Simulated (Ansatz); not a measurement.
**Ta2Si: compression at zero temperature**

The task here is to estimate one member of a computed series from the others.

Program: Ansatz 0.2.0. Level of theory: DFT r2SCAN, scalar-relativistic, plane waves, PAW. These are calculated values, not measurements.

1 further run of the same task is left out (set aside as unsound or not needed).

## The starting structure

Symmetry: I4/mcm, No. 140, tetragonal system. The conventional cell has a = 6.168 Å, b = 6.168 Å, c = 5.049 Å, α = 90.00°, β = 90.00°, γ = 90.00°. Around Ta (site symmetry m2m) lie 4 Si at 2.63 Å and 3 Ta at 2.85 to 2.94 Å. Around Si (site symmetry 422) lie 2 Si at 2.52 Å and 8 Ta at 2.63 Å.

Coordinates:

```
CELL_PARAMETERS angstrom
-3.08411 3.08411 2.52470
3.08411 -3.08411 2.52470
3.08411 3.08411 -2.52470
ATOMIC_POSITIONS crystal
Ta 0.66358 0.83642 0.50000
Ta 0.83642 0.33642 0.17283
Ta 0.33642 0.16358 0.50000
Ta 0.16358 0.66358 0.82717
Si 0.25000 0.25000 0.00000
Si 0.75000 0.75000 0.00000
```

It goes back to an entry of the Materials Project, which need not be the stable form.

It is the result of an earlier relaxation at this level (volume 16.01 Å³/atom; gap on the mesh: none (metal)).

Set-up of the first run:

File input.yaml:

```yaml
crystal:
  lattice:
    - [-3.1039055288, 3.1039055288, 2.5409041455]
    - [3.1039055288, -3.1039055288, 2.5409041455]
    - [3.1039055288, 3.1039055288, -2.5409041455]
  atoms:
    - { symbol: Ta, position: [0.6635845216, 0.8364154784, 0.5] }
    - { symbol: Ta, position: [0.8364154784, 0.3364154784, 0.1728309568] }
    - { symbol: Ta, position: [0.3364154784, 0.1635845216, 0.5] }
    - { symbol: Ta, position: [0.1635845216, 0.6635845216, 0.8271690432] }
    - { symbol: Si, position: [0.25, 0.25, 0.0] }
    - { symbol: Si, position: [0.75, 0.75, 0.0] }
basis:
  ecutwfc: 500
kpoints:
  mp_grid: { grid: [10, 10, 10] }
hamiltonian:
  xc: r2scan
scf:
  occupations: { method: gaussian, width: 0.1 }
output:
  forces: true
  stress: true
  eigenvalues: true
relax:
  adjacent_minimum: "off"
  f_tol: 0.008
  max_steps: 50
  cell: { stress_tol: 0.08, p_target: -2.0 }
```

Command:

```bash
$ ansatz run input.yaml --threads 1 --pin off --max-ram 2560MiB --backend cpu --events-out ev --progress --plain --runs-dir out
```

Steps of the session up to this table: Target pressure -2 GPa; 2 GPa; Target pressure 5 GPa; 10 GPa; Target pressure 20 GPa; 40 GPa.

One table of the session follows, with a row left open; its other results are not shown here.

Lengths are those of the vectors of the cell that was run:

| P (GPa) | V (Å³/atom) | a (Å) | b (Å) | c (Å) | ΔH (eV/atom) |
| --- | --- | --- | --- | --- | --- |
| -2 | 16.15 | 5.054 | 5.054 | 5.054 | -0.201 |
| 0 | 16.01 | 5.040 | 5.040 | 5.040 | 0.000 |
| 2 | 15.87 | 5.025 | 5.025 | 5.025 | 0.199 |
| 5 | 15.68 | 5.005 | 5.005 | 5.005 | 0.494 |
| 10 | ? | ? | ? | ? | ? |
| 20 | 14.85 | 4.916 | 4.916 | 4.916 | 1.921 |
| 40 | 14.00 | 4.820 | 4.820 | 4.820 | 3.720 |

Q: Estimate the row for P (GPa) = 10 from the others.

Worked estimate for «V (Å³/atom)». A straight line through the neighbours (5, 15.68) and (20, 14.85) gives 15.68 + (14.85 − 15.68) × (10 − 5) / (20 − 5) = 15.40; a parabola fitted to 4 rows on both sides gives 15.39.

**Answer.** V (Å³/atom): 15.38; a (Å): 4.973; b (Å): 4.973; c (Å): 4.973; ΔH (eV/atom): 0.979. In «V (Å³/atom)» the line misses by +0.02 and the parabola by +0.01.

ΔH is E + PV over the energy at zero pressure; a, b and c are the vectors of the computed cell. 
